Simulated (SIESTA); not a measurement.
Crystal: ZnS (Wurtzite-4H).

```
Zn S
1.0
     3.82270    0.00000    0.00000
    -1.91135    3.31056    0.00000
     0.00000    0.00000   12.52000
Zn S
4 4
Direct
  0.66667 0.33333 0.75000
  0.33333 0.66667 0.25000
  0.00000 0.00000 0.50000
  0.00000 0.00000 0.00000
  0.66667 0.33333 0.93750
  0.33333 0.66667 0.43750
  0.00000 0.00000 0.68750
  0.00000 0.00000 0.18750
```

Base run:

```yaml
Program: SIESTA 5.4.2
Functional: RGE2
Potentials_or_basis: PseudoDojo 0.4 standard (PBE files)
Basis: DZP (energy shift 0.002 Ry)
Grid_cutoff: 800 Ry
Energy_shift: 0.002 Ry
k_mesh: 8 × 8 × 3
Occupations: fermi-dirac, width 0.05 eV
Spin: no spin polarisation
```

Its results: band gap on the k mesh 2.72 eV, direct; pressure 1.6 GPa; largest force 0.024 eV/Å.

Q: The run is repeated on the same cell with these changes: functional from RGE2 to PW86PBE. What comes out?

A: Band gap on the k mesh 2.80 eV, direct; pressure 5.5 GPa; largest force 0.030 eV/Å.

Caveats: semicore shells carry a single zeta, which can move pressures by several GPa and volumes by a few percent; the valence orbitals were made in a potential fitted to the semicore shell under them, which widens gaps by tenths of an eV or more; the potentials were made for another functional, which shifts forces and pressure; the basis of atomic orbitals isn't converged, which shifts pressures, moduli and gaps.
